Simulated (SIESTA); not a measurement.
Crystal: MgS.

```xyz
2
Lattice="0.0000 2.8331 2.8331 2.8331 0.0000 2.8331 2.8331 2.8331 0.0000" Properties=species:S:1:pos:R:3 pbc="T T T"
S     1.4079    1.4394    1.4292
Mg    0.0410   -0.0268   -0.0051
```

The cell comes from a database or a generator and needn't be the stable form of this composition.

The cell isn't the ideal one: atoms moved at random, drawn with an rms of 0.05 Å.

Base run:

```yaml
Program: SIESTA 5.4.2
Functional: PBEsol
Potentials_or_basis: PseudoDojo 0.4 standard (PBEsol files)
Basis: DZP (energy shift 0.003 Ry; two zetas on semicore shells)
Grid_cutoff: 800 Ry
Energy_shift: 0.003 Ry
k_mesh: 8 × 8 × 8
Occupations: fermi-dirac, width 0.05 eV
Spin: no spin polarisation
```

Its results: band gap on the k mesh 3.18 eV, direct; pressure 1.4 GPa; largest force 0.479 eV/Å.

Question: The run is repeated on the same cell with these changes: functional from PBEsol to PBE; potentials or basis from PseudoDojo 0.4 standard (PBEsol files) to PseudoDojo 0.4 standard (PBE files). What comes out?

Answer: Band gap on the k mesh 3.31 eV, direct; pressure 2.8 GPa; largest force 0.483 eV/Å.

Caveats: the basis of atomic orbitals isn't converged, which shifts pressures, moduli and gaps.

A k mesh can miss the band edges.
